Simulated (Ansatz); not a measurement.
Crystal: Cd, fcc type, 1 atom in the cell.

Computed with r²SCAN, plane waves, PAW datasets (generated hard set) in Ansatz 0.2.0 development build.

Cutoff 700 eV; k-mesh 13×13×13 Γ-centred; Fermi–Dirac smearing of 0.1 eV; no spin polarisation.

```json
{"V (Å³/atom)": "21.023", "a (Å)": "4.3811", "E − E(min) (meV/atom)": "3.89", "P (GPa)": "1.88"}
{"V (Å³/atom)": "21.708", "a (Å)": "4.4282", "E − E(min) (meV/atom)": "0.00", "P (GPa)": "0.01"}
{"V (Å³/atom)": "22.394", "a (Å)": "4.4744", "E − E(min) (meV/atom)": "3.28", "P (GPa)": "-1.49"}
{"V (Å³/atom)": "23.080", "a (Å)": "4.5196", "E − E(min) (meV/atom)": "12.33", "P (GPa)": "-2.70"}
{"V (Å³/atom)": "23.765", "a (Å)": "4.5639", "E − E(min) (meV/atom)": "25.99", "P (GPa)": "-3.66"}
```

(1) Fit a third-order Birch–Murnaghan equation of state to the energies.

## Answers

(1) V₀ = 21.713 Å³/atom (a₀ = 4.429 Å), B₀ = 52.8 GPa, B₀′ = 5.86.

The stress includes the program's correction for the finite plane-wave basis.

This cubic structure is a model: it isn't the usual form of the substance at ambient conditions, and such phases are metastable or hypothetical. Potentials made with PBE were used with another functional.
